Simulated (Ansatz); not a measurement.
# AlN: equation of state with PBE

Crystal: AlN.

```
Al N
1.0
     3.11300    0.00000    0.00000
    -1.55650    2.69594    0.00000
     0.00000    0.00000    4.98100
Al N
2 2
Direct
  0.66667 0.33333 0.50000
  0.33333 0.66667 0.00000
  0.66667 0.33333 0.88000
  0.33333 0.66667 0.38000
```

```yaml
Program: Ansatz 0.2.0
Task: equation of state
Functional: PBE
Potentials_or_basis: PseudoDojo standard
Cutoff: 1143 eV
Density_cutoff: 4572 eV
k_mesh: 10 × 10 × 6
Occupations: fermi-dirac, width 0.05 eV
Spin: no spin polarisation
```

```
Equilibrium volume                        : 10.63 Å³/atom
Bulk modulus at fixed shape and positions : 194 GPa
Pressure derivative of the bulk modulus   : 3.9
```

Energy against volume, from the lowest point:
| volume (Å³/atom) | energy (meV/atom) |
| --- | --- |
| 9.824 | 41.82 |
| 10.033 | 22.11 |
| 10.242 | 8.97 |
| 10.451 | 1.79 |
| 10.660 | 0.00 |
| 10.869 | 3.11 |
| 11.078 | 10.68 |

All runs of the series together: 34 s on 2 threads of Arm Neoverse V2, with other jobs on the host.

Caveat: the cell was scaled at fixed shape and fractional positions, which overstates the stiffness of a crystal with free parameters, most of all of layers and chains.
